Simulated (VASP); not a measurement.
# Li (I4/mmm) in VASP: a series of runs, part 2 of 2

VASP 6.6.1.

### Step 4. Single point, PBEsol (strain +0.030 along x and y, -0.030 along z, atoms carried along)

Input file INCAR:

```
PREC = Accurate ; ENCUT = 520
EDIFF = 1E-7 ; ISMEAR = 0
SIGMA = 0.15 ; LREAL = False
LASPH = True ; NELM = 100
ALGO = Fast ; ISIF = 2
LWAVE = False ; LCHARG = False
GGA = PS ; NBANDS = 8
```

Input file KPOINTS:

```
regular mesh
0
Gamma
  18 18 18
```

Input file POSCAR:

```
Li
1.0
    0.0000000000      2.2680600000      2.1359400000
    2.2680600000      0.0000000000      2.1359400000
    2.2680600000      2.2680600000      0.0000000000
Li
1
Direct
    0.0000000000      0.0000000000      0.0000000000
```

Potentials or basis: VASP PAW PBE potentials, release 64 (Li_sv).

Started as:

```bash
$ cat potpaw_PBE.64/Li_sv/POTCAR > POTCAR
$ mpirun -np 1 vasp_std > vasp.out
```

OUTCAR:

```text
PREC = Accurate
   ENCUT = 520
   EDIFF = 1E-7
   ISMEAR = 0
   LREAL = False
   LASPH = True
   NELM = 100
   ISIF = 2
   GGA = PS

 ion  position               nearest neighbor table
   1  0.000  0.000  0.000-

  LATTYP: Found a body centered tetragonal cell.
 ALAT       =     3.2075212123
 C/A-ratio  =     1.3318321898

  Lattice vectors:

 A1 = (   0.0000000000,  -2.2680600000,  -2.1359400000)
 A2 = (   0.0000000000,   2.2680600000,  -2.1359400000)
 A3 = (   2.2680600000,   0.0000000000,   2.1359400000)

Analysis of symmetry for initial positions (statically):
=====================================================================
 Subroutine PRICEL returns:
 Original cell was already a primitive cell.

 Routine SETGRP: Setting up the symmetry group for a
 body centered tetragonal supercell.

 Subroutine GETGRP returns: Found 16 space group operations
 (whereof 16 operations were pure point group operations)
 out of a pool of 16 trial point group operations.

The static configuration has the point symmetry D_4h.

Analysis of symmetry for dynamics (positions and initial velocities):
=====================================================================
 Subroutine PRICEL returns:
 Original cell was already a primitive cell.

 Routine SETGRP: Setting up the symmetry group for a
 body centered tetragonal supercell.

 Subroutine GETGRP returns: Found 16 space group operations
 (whereof 16 operations were pure point group operations)
 out of a pool of 16 trial point group operations.

The dynamic configuration has the point symmetry D_4h.

 Subroutine INISYM returns: Found 16 space group operations
 (whereof 16 operations are pure point group operations),
 and found     1 'primitive' translations

----------------------------------------------------------------------------------------

                                     Primitive cell

  volume of cell :      21.9750

  direct lattice vectors                    reciprocal lattice vectors
[... 104 lines left out ...]
     AMIX     =   0.40;   BMIX     =  1.00
     AMIX_MAG =   1.60;   BMIX_MAG =  1.00
  volume/ion in A,a.u.               =      21.97       148.29
  Fermi-wavevector in a.u.,A,eV,Ry     =   0.842958  1.592959  9.668000  0.710578
  Thomas-Fermi vector in A             =   1.957748
   LORBIT       =      0    0 simple, 1 ext, 2 COOP (PROOUT), +10 PAW based schemes
   GGA     = PS    functional components
   LHFCALC =     F    Hartree Fock is set to
   AEXX    =    0.0000 exact exchange contribution
   IVDW    =     0    specifies the selected vdW correction
   LEPSILON=     F    determine dielectric tensor
   LRPA    =     F    only Hartree local field effects (RPA)
 non-spin polarized calculation
 RMM-DIIS sequential band-by-band and
 Gauss-broadening in eV      SIGMA  =   0.15
  energy-cutoff  :      520.00
  volume of cell :       21.97
 maximum number of plane-waves:       604
   NGX = 11   NGY = 11   NGZ = 11

 number of electron       3.0000007 magnetization

 Free energy of the ion-electron system (eV)
  ---------------------------------------------------
  ext. energy  EPLUGINS =         0.00000000
  ---------------------------------------------------
  free energy    TOTEN  =        -1.96505061 eV

  energy without entropy =       -1.95973140  energy(sigma->0) =       -1.96239100

 E-fermi :   0.4152     XC(G=0):  -6.8236

 val. band max:        0.3871358332   @ k =   0.5000   0.3333   0.1667
 cond. band min:       0.4153624903   @ k =   0.5000   0.1667   0.0556
 fundamental gap:      0.0282266571
 Fermi energy:         0.4152132898

 k-point     1 :       0.0000    0.0000    0.0000
  band No.  band energies     occupation
      1     -45.6425      2.00000
      2      -3.0381      2.00000
      3      13.9473      0.00000
      4      14.0345      0.00000
      5      14.0345      0.00000
      6      17.6844      0.00000
      7      17.6844      0.00000
      8      17.8784      0.00000
[... 243 lines left out ...]
 k-point    24 :      -0.2222    0.0556    0.0000
  band No.  band energies     occupation
      1     -45.6359      2.00000
      2      -2.0084      2.00000
      3       8.3366      0.00000
      4      12.2996      0.00000
      5      13.1531      0.00000
      6      16.8804      0.00000
      7      17.2216      0.00000
      8      17.9505      0.00000

 [... further k-points ...]
[... 5 lines left out ...]
  --------------------------------------------------------------------------------------
  -------------------------------------------------------------------------------------
  Total       -0.1570831     -0.1570831     -0.1332374      0.0000000      0.0000000      0.0000000
  in kB      -11.4528071    -11.4528071     -9.7142377      0.0000000      0.0000000      0.0000000
  external PRESSURE =     -10.8732840 kB  Pullay stress =       0.0000000 kB

 VOLUME and BASIS-vectors are now :
 -----------------------------------------------------------------------------
  energy-cutoff  :      520.00
  volume of cell :       21.97
      direct lattice vectors                 reciprocal lattice vectors
     0.000000000  2.268060000  2.135940000    -0.220452722  0.220452722  0.234088973
     2.268060000  0.000000000  2.135940000     0.220452722 -0.220452722  0.234088973
     2.268060000  2.268060000  0.000000000     0.220452722  0.220452722 -0.234088973

 POSITION                                       TOTAL-FORCE (eV/Angst)
 -----------------------------------------------------------------------------------
      0.00000      0.00000      0.00000         0.000000     -0.000000      0.000000
 -----------------------------------------------------------------------------------
    total drift:                                0.000000      0.000000     -0.000000

  FREE ENERGIE OF THE ION-ELECTRON SYSTEM (eV)
  ---------------------------------------------------
  free  energy   TOTEN  =        -1.9650506114 eV

  energy  without entropy=       -1.9597313960  energy(sigma->0) =       -1.96239100
```

Wall time 61 s (1 thread of Intel Xeon Platinum 8488C (Sapphire Rapids), shared host); peak memory 0.18 GiB.

Results:

- Free energy: -1.9651 eV
- Band gap on the k mesh: none (metal or under the smearing width)

Levels at points of the mesh, in eV from the Fermi level:
```csv
k point,band 1,band 2,band 3,band 4,band 5,band 6,band 7
"(0.00, 0.00, 0.00)",-46.06,-3.45,13.53,13.62,13.62,17.27,17.27
"(0.50, 0.00, 0.00)",-46.04,0.02,2.69,11.49,12.29,15.16,16.24
"(0.50, 0.50, 0.00)",-46.04,1.98,4.95,7.47,7.47,9.58,13.93
"(0.50, 0.00, 0.50)",-46.04,1.23,4.17,8.16,8.43,10.41,14.63
```

Caveat: the cutoff is under 1.25 times the usual one of these potentials, so pressure, stress and relaxed cells hold a basis-set (Pulay) error; the PAW data sets were made with another functional, which shifts forces and pressure a little.

### Step 5. The runs side by side

| cell | gap on the mesh (eV) |
| --- | --- |
| strain +0.000 along x and y, +0.030 along z, atoms carried along | none |
| strain -0.030 along x and y, -0.030 along z, atoms carried along | none |
| strain +0.030 along x and y, -0.030 along z, atoms carried along | none |

Alike in all rows: task single point; level PBEsol; potentials or basis VASP PAW PBE potentials, release 64 (Li_sv); no spin polarisation; k mesh 18 × 18 × 18; cutoff (eV) 520; smearing gaussian 0.15 eV.

Caveats: the cutoff is under 1.25 times the usual one of these potentials, so pressure, stress and relaxed cells hold a basis-set (Pulay) error; the PAW data sets were made with another functional, which shifts forces and pressure a little.

Total energies depend on the potentials used, so only differences within one code and one set of settings carry meaning.
